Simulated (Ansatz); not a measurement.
# Ge (Fd-3m) in Ansatz: further runs

Aim: see how the results for Ge move with the level of theory and the settings. Levels: PBEsol, HSE06, PBE0. Tasks: single point.

All numbers are computed with Ansatz 0.2.0; they aren't measurements. Logs are shortened: lines on timing, memory, paths and dates and some standing lists are left out, and cuts for length are marked.

**Experimental background.**

“Electronic and optical properties of SixGe1-x-ySny alloys lattice-matched to Ge”, 2021, arxiv:2109.02782 reports, for a bulk crystal of Ge: band gap 0.807 eV (direct) at 300 K; band gap 0.666 eV (indirect) at 293 K.

From “Temperature-dependent photoluminescence in Ge: experiment and theory”, 2020, arxiv:2003.00143, for a bulk crystal of Ge at 0 K: band gap 0.744 eV (indirect).

The runs below are set against these values where they give the same quantity.

## (1) The crystal as given

It takes space group Fd-3m (No. 227, cubic). The conventional cell has a = 5.658 Å, b = 5.658 Å, c = 5.658 Å, α = 90.00°, β = 90.00°, γ = 90.00°. Ge (site symmetry -43m) has 4 Ge at 2.45 Å as nearest neighbours.

## (2) Single point, PBEsol

input.yaml

```yaml
crystal:
  lattice:
    - [0.0, 2.82891, 2.82891]
    - [2.82891, 0.0, 2.82891]
    - [2.82891, 2.82891, 0.0]
  atoms:
    - { symbol: Ge, position: [0.75, 0.75, 0.75] }
    - { symbol: Ge, position: [0.5, 0.5, 0.5] }
kpoints:
  mp_grid: { grid: [6, 6, 6] }
scf:
  occupations: { method: fermi_dirac, width: 0.05 }
hamiltonian:
  xc: pbesol
  pseudopotentials: { kind: all_electron, datasets: crystal }
output:
  forces: true
  stress: true
  eigenvalues: true
```

Potentials or basis: all-electron PAW datasets made for the crystal.

On the command line:

```
ansatz run input.yaml --threads 2 --pin off --max-ram 8192MiB --backend cpu --events-out ev --progress --plain --runs-dir out
```

The log of the run:

```text
Warning: RAYON_NUM_THREADS=2 ignored (pool sized by the plan → 2); use --threads N
hamiltonian.pseudopotentials.datasets: crystal makes datasets for this crystal and solves the spheres of its atoms anew in each pass: cutoff 140.0 eV, the density's 840.0 eV; for an error of 0.50 meV an atom under PBE, 1.0 meV for the cell; an energy difference from a run of another recipe may be off by several times the error for the cell, under r2SCAN by more, where some 0.1 meV an atom stays at smaller errors; Ge in spheres of 1.222 Å, 4 of its electrons in bands, 10 on its site; only band paths and densities of states list, in semicore columns, the levels of the semicore shells that are solved separately: 3d of Ge
band count auto-derived: 9 (N_el = 8.0; filled up to band 4; 8 by the electrons, moments and atoms)
Engine: ansatz 0.2.0, x86_64-unknown-linux-gnu
Pseudopotentials: kind: all_electron
Pseudopotential: Ge, paw, valence charge 14, recommended cutoff 140 eV (normal), crystal/all_electron/pbesol/scalar/gaussian/Ge, Koelling and Harmon's equation, gaussian nucleus
Functional definition: PBEsol
  exchange = pbesol_x
  correlation = pbesol_c
Crystal: 2 atoms, lattice volume = 45.278 Å³
Basis set: ecut = 140 eV, 169 PW (Γ), exchange–correlation on 40×40×40 points (8 copies of the dense FFT grid, shifted against one another)
Bands: 9, of which v1, the nominal top of the filled ones, is band 4 counted from 1 (3 counted from 0)
Symmetry: 48 space group operations
Space group: Fd-3m (ITA 227), of the structure as read, at distance tolerance 3.6e-5 Å
k-points: 16 of 216
Non-local potential: Ge, projectors of the file, l = 0: 1, l = 1: 1
PAW form: soft (Blöchl's): semilocal exchange-correlation on the pseudo side does not see the compensation charge
PAW one-centre angular grid: Ge, 110 points (default); XC on its mesh's 1871 points in the sphere
Initial density: superposition of atomic densities (neutral atoms: chi_scale 0, normalization atom)
Initial wavefunctions: pseudopotential atomic-orbital guess
Functional: x = pbesol(κ = 0.804, μ = 0.12345679012345678), c = pbesol(β = 0.046)
iter 1 solved again at ethr=7.04e-3 eV; its pass at ethr=1.00e-1 eV (dr2=5.63e-1 eV) is discarded
SCF iter   1: F=—  HF=-114149.724601 eV  |F-HF|=—  |Δ(HF+E_count)|=         —  Δρ=3.37e-2  dr2=4.80e-1  ethr=7.04e-3  ⟨swp⟩=3.2  Hψ=1035  notcnv=0
preconditioner: auto → none  [insulator: Δε(μ)=0.210 eV  Ē_g=10.803 eV  σ=0.050 eV  W_gap=0.64  n_scr=8 (ndim 8)  ℏωp=15.6 eV  f_vac=0.000  D(μ)=0.17/eV (n_scr^D=0)  ε∞_Penn≈3.1]
SCF iter   2: F=—  HF=-114149.647867 eV  |F-HF|=—  |Δ(HF+E_count)|=   7.67e-2  Δρ=1.51e-2  dr2=8.76e-2  ethr=6.01e-3  ⟨swp⟩=2.1  Hψ=289  notcnv=0
iter 3 solved again at ethr=3.11e-6 eV; its pass at ethr=1.10e-3 eV (dr2=2.49e-4 eV) is discarded
SCF iter   3: F=—  HF=-114149.632634 eV  |F-HF|=—  |Δ(HF+E_count)|=   1.52e-2  Δρ=9.04e-4  dr2=2.55e-4  ethr=3.11e-6  ⟨swp⟩=3.1  Hψ=674  notcnv=0
SCF iter   4: F=—  HF=-114149.632580 eV  |F-HF|=—  |Δ(HF+E_count)|=   5.36e-5  Δρ=3.03e-4  dr2=2.86e-5  ethr=3.11e-6  ⟨swp⟩=2.0  Hψ=216  notcnv=0
SCF iter   5: F=—  HF=-114149.632579 eV  |F-HF|=—  |Δ(HF+E_count)|=   4.45e-7  Δρ=2.60e-5  dr2=1.07e-7  ethr=3.58e-7  ⟨swp⟩=2.1  Hψ=214  notcnv=0
SCF iter   6: F=-114149.632579 eV  HF=-114149.632579 eV  |F-HF|=3.76e-8  |Δ(HF+E_count)|=   3.43e-7  Δρ=5.98e-6  dr2=1.83e-8  ethr=1.34e-9  ⟨swp⟩=3.2  Hψ=281  notcnv=0
SCF 1 converged in 6 iterations: F = -114149.632559 eV  dr2 = 1.83e-8
  Residual-converged pass: ⟨swp⟩=2.9  Hψ=229  notcnv=0  max |occ|·‖R‖ = 4.9e-6 eV (tolerance 5.3e-6 eV)  dr2=1.81e-8  dr2_onsite=3.52e-8  max |Δocc| = 1.0e-9
SCF converged after 6 iterations
Free energy (F): -114149.632559 eV
Harris-Foulkes:  -114149.632559 eV  (|F-HF|=3.76e-8)
Internal energy: -114149.630581 eV  (E = F + TS)
E sigma→0 (E₀):  -114149.631570 eV
Entropy (-TS):   -0.001978 eV (-0.989 meV/atom)
Past the cutoff: the bands carry plane waves up to 1.75 times it, of which those up to 1.5 times it add -0.000424 eV an atom, each by itself; the spheres take 0.000218 eV an atom off the energy for waves past 1.75 times it
By the cutoff:   a pressure is off by up to 0.006 GPa (1.2 times the spheres' own share and the shells' term, over an atom's volume, and 0.004 GPa: a bound that held against runs at twice the plane waves)
Past the cutoffs: a stress includes 0.0030 GPa for waves and charges beyond them, in addition to the slope of what the spheres take
In the spheres:  the bands' charges fall short by 1.0e-6 e at most (sound up to 1e-3), those of shells solved beside the bands by 3.7e-7 e (sound up to 5e-4)
Fermi energy:    9.884730 eV
--- Per-component energies (eV) ---
  E_band       = 33.645970
  E_kinetic    = 84.913217
  E_local      = -3034.296928  (includes V_loc(G=0)·N_el)
  E_nonlocal   = 15.947553
  E_hartree    = 1441.439949
  E_xc         = -112.162531
  E_vxc        = -125.936609  (∫ρ·V_xc dr)
  E_paw        = -118622.421069  (= ΣΔE_a)
  E_vpaw       = -8553.954694  (= ΣTr[D̂ρ^β])
  E_ewald      = -2687.134708
  E_smearing   = -0.001978  (= −TS)
  E_closure    = 8764.083936  (closes the sum)
  Σ components = -114149.632559   (vs F -114149.632559, Δ=0.00e0)
  The terms above E_closure are by the made datasets' own strengths, without shells solved beside the bands.
--- Forces (eV/Å), atoms counted from 1 ---
  atom   1  Ge     0.00000000     0.00000000     0.00000000
  atom   2  Ge     0.00000000    -0.00000000     0.00000000
  max |Σ_I F_I| component: 1.85e-16 eV/Å
--- Stress (GPa, compression-positive) ---
        0.708769       0.000000       0.000000
        0.000000       0.708769      -0.000000
        0.000000      -0.000000       0.708769
  P = ⅓ Tr σ = 0.7088 GPa (7.088 kbar)
  It holds what live shells' own plane waves past their cutoff add
--- Band table (eV; the first three rows and the last of 16) ---
  k-point 0: bands = ["-2.9322", "9.8525", "9.8629", "9.8629", "9.8629", "12.3875", "12.3875"]
  k-point 1: bands = ["-2.5950", "6.6771", "9.3380", "9.3380", "10.7741", "13.0808", "13.0808"]
  k-point 2: bands = ["-1.6595", "3.7519", "8.6924", "8.6924", "10.2104", "13.6015", "13.6015"]
  k-point 15: bands = ["1.0364", "1.0364", "6.1009", "6.1009", "12.4916", "12.4916", "16.3774"]
```

It took 1.3 s on 2 threads of AMD EPYC 7R13 (Zen 3), shared host; peak memory 0.37 GiB.

Results:

```yaml
Free_energy: -114149.6326 eV
Pressure: 0.7 GPa
Band_gap_on_the_k_mesh: none (metal or under the smearing width)
```

Levels at points of the mesh, in eV from the Fermi level:
```
             k point  band 2  band 3  band 4  band 5  band 6  band 7
  (0.00, 0.00, 0.00)   -0.03   -0.02   -0.02   -0.02    2.50    2.50
 (0.00, 0.00, -0.50)   -7.65   -1.43   -1.43    0.10    3.68    3.68
(0.00, -0.50, -0.50)   -8.92   -3.11   -3.11    0.64    0.64    9.46
```

Caveat: the k mesh is thin for a metal, which can move the energy by tens of meV per atom.

## (3) Single point, HSE06

input.yaml, as its differences from that of step 2:

```diff
@@ -13,3 +13,3 @@
 hamiltonian:
-  xc: pbesol
+  xc: hse06
   pseudopotentials: { kind: all_electron, datasets: crystal }
@@ -18,2 +18 @@
   stress: true
-  eigenvalues: true
```

Potentials or basis: all-electron PAW datasets made for the crystal.

On the command line:

```
ansatz run input.yaml --threads 2 --pin off --max-ram 8192MiB --backend cpu --events-out ev --progress --plain --runs-dir out
```

The log of the run:

```text
Warning: RAYON_NUM_THREADS=2 ignored (pool sized by the plan → 2); use --threads N
hamiltonian.pseudopotentials.datasets: crystal makes datasets for this crystal and solves the spheres of its atoms anew in each pass: cutoff 340.0 eV, the density's 1360.0 eV;, for an error of 0.50 meV an atom under PBE, 1.0 meV for the cell; an energy difference from a run of another recipe may be off by several times the error for the cell, under r2SCAN by more, where some 0.1 meV an atom stays at smaller errors; Ge in spheres of 1.222 Å, 14 of its electrons in bands
band count auto-derived: 19 (N_el = 28.0; filled up to band 14; 18 by the electrons, moments and atoms)
[... 2 set-up lines as earlier in the session ...]
Pseudopotential: Ge, paw, valence charge 14, recommended cutoff 340 eV (normal), crystal/all_electron/pbe/scalar/gaussian/Ge, Koelling and Harmon's equation, gaussian nucleus
Functional definition: HSE06
  parameter a = 0.25
  parameter omega = 0.11/bohr
  exchange = pbe_x - a*pbe_x_sr(omega) + a*exact_x_sr(omega)
  correlation = pbe_c
Crystal: 2 atoms, lattice volume = 45.278 Å³
[... 55 lines left out ...]
--- Forces (eV/Å), atoms counted from 1 ---
  atom   1  Ge     0.00000000    -0.00000000    -0.00000000
  atom   2  Ge     0.00000000    -0.00000000    -0.00000000
  max |Σ_I F_I| component: 1.20e-16 eV/Å
--- Stress (GPa, compression-positive) ---
        1.033052      -0.000000      -0.000000
       -0.000000       1.033052      -0.000000
        0.000000       0.000000       1.033052
  P = ⅓ Tr σ = 1.0331 GPa (10.331 kbar)
--- Band table (eV; the first three rows and the last of 16) ---
  k-point 0: bands = ["-18.3109", "-18.3109", "-18.3109", "-18.2733", "-18.2733", "-18.0658", "-18.0658", "-18.0658", "-18.0487", "-18.0487", "-4.3827", "9.6641", "9.6641", "9.6641", "10.5535", "12.8769"]
  k-point 1: bands = ["-18.3228", "-18.3228", "-18.3067", "-18.2560", "-18.2560", "-18.0809", "-18.0809", "-18.0705", "-18.0366", "-18.0366", "-4.0093", "6.3927", "9.1161", "9.1161", "11.3277", "13.6101"]
  k-point 2: bands = ["-18.3333", "-18.3333", "-18.2982", "-18.2368", "-18.2368", "-18.0940", "-18.0940", "-18.0800", "-18.0274", "-18.0274", "-2.9705", "3.0779", "8.4079", "8.4079", "10.7257", "14.1627"]
  k-point 15: bands = ["-18.3563", "-18.3563", "-18.2294", "-18.2294", "-18.1623", "-18.1623", "-18.1263", "-18.1263", "-18.0014", "-18.0014", "0.0437", "0.0437", "5.6112", "5.6112", "13.0168", "13.0168"]
```

Wall time 66 s (2 threads of AMD EPYC 7R13 (Zen 3), shared host); peak memory 0.81 GiB.

Results:

* Free energy: -114232.8311 eV
* Pressure: 1.0 GPa
* Band gap on the k mesh: 0.82 eV, indirect (least direct gap 0.89 eV)

Caveat: the program warned that the printed levels may be off, so bands, gaps and densities of states are rough.

## (4) Single point, PBE0

input.yaml, as its differences from that of step 3:

```diff
@@ -13,3 +13,3 @@
 hamiltonian:
-  xc: hse06
+  xc: pbe0
   pseudopotentials: { kind: all_electron, datasets: crystal }
```

On the command line:

```
ansatz run input.yaml --threads 2 --pin off --max-ram 8192MiB --backend cpu --events-out ev --progress --plain --runs-dir out
```

Wall time 70 s (2 threads of AMD EPYC 7R13 (Zen 3), shared host); peak memory 0.78 GiB.

It converged, with:

| Item | Value |
| --- | --- |
| Free energy | -114232.8279 eV |
| Pressure | 0.8 GPa |
| Band gap on the k mesh | 1.41 eV, indirect (least direct gap 1.46 eV) |

Levels at points of the mesh, in eV from the valence-band top:
```tsv
k point	band 10	band 11	band 12	band 13	band 14	band 15
(0.00, 0.00, 0.00)	-27.81	-14.18	0.00	0.00	0.00	1.46
(0.00, 0.00, -0.50)	-27.79	-11.84	-8.43	-1.56	-1.56	1.41
(0.00, -0.50, -0.50)	-27.78	-9.83	-9.83	-3.42	-3.42	1.89
```

## (5) The runs side by side

```csv
level,cutoff (eV),gap on the mesh (eV),pressure (GPa)
PBEsol,140,none,0.7
HSE06,340,0.82,1.0
PBE0,340,1.41,0.8
```

Alike in all rows: task single point; potentials or basis all-electron PAW datasets made for the crystal; no spin polarisation; cell as given; k mesh 6 × 6 × 6; smearing fermi-dirac 0.05 eV.

On the cell as given the gap runs from zero (PBEsol) to 1.41 eV (PBE0). The pressure there spans 0.7 GPa (PBEsol) to 1.0 GPa (HSE06); a positive pressure means that this level wants a larger cell, a negative one a smaller.

Caveats: the k mesh is thin for a metal, which can move the energy by tens of meV per atom (some runs); the program warned that the printed levels may be off, so bands, gaps and densities of states are rough (some runs).

Compare energies only between runs with the same functional and basis.

## (6) How close it comes

Step 2. Against the measured gap of Ge, 0.807 eV (direct; 300 K; “Electronic and optical properties of SixGe1-x-ySny alloys lattice-matched to Ge”, 2021, arxiv:2109.02782), the calculated 0.00 eV is off by -0.81 eV. 3 values of this kind are on record (0.666 to 0.807 eV); this one was drawn at random among those near their median. Spin-orbit coupling on Ge is left out. The value is that of PBEsol on a finite k mesh, which can miss the band edges, without temperature or zero-point motion. Semilocal functionals fall short of measured gaps as a rule.

Step 3. Measured gap of Ge: 0.666 eV (indirect; 293 K; “Electronic and optical properties of SixGe1-x-ySny alloys lattice-matched to Ge”, 2021, arxiv:2109.02782). This calculation gives 0.82 eV (+0.15 eV). 2 values of this kind are on record (0.666 to 0.744 eV); this one was drawn at random. Spin-orbit coupling on Ge is left out. The value is that of HSE06 on a finite k mesh, which can miss the band edges, without temperature or zero-point motion.

Step 4. Measured gap of Ge: 0.744 eV (indirect; 0 K; “Temperature-dependent photoluminescence in Ge: experiment and theory”, 2020, arxiv:2003.00143). This calculation gives 1.41 eV (+0.67 eV). 3 values of this kind are on record (0.666 to 0.807 eV); this one was drawn at random among those near their median. Spin-orbit coupling on Ge is left out. The value is that of PBE0 on a finite k mesh, which can miss the band edges, without temperature or zero-point motion.
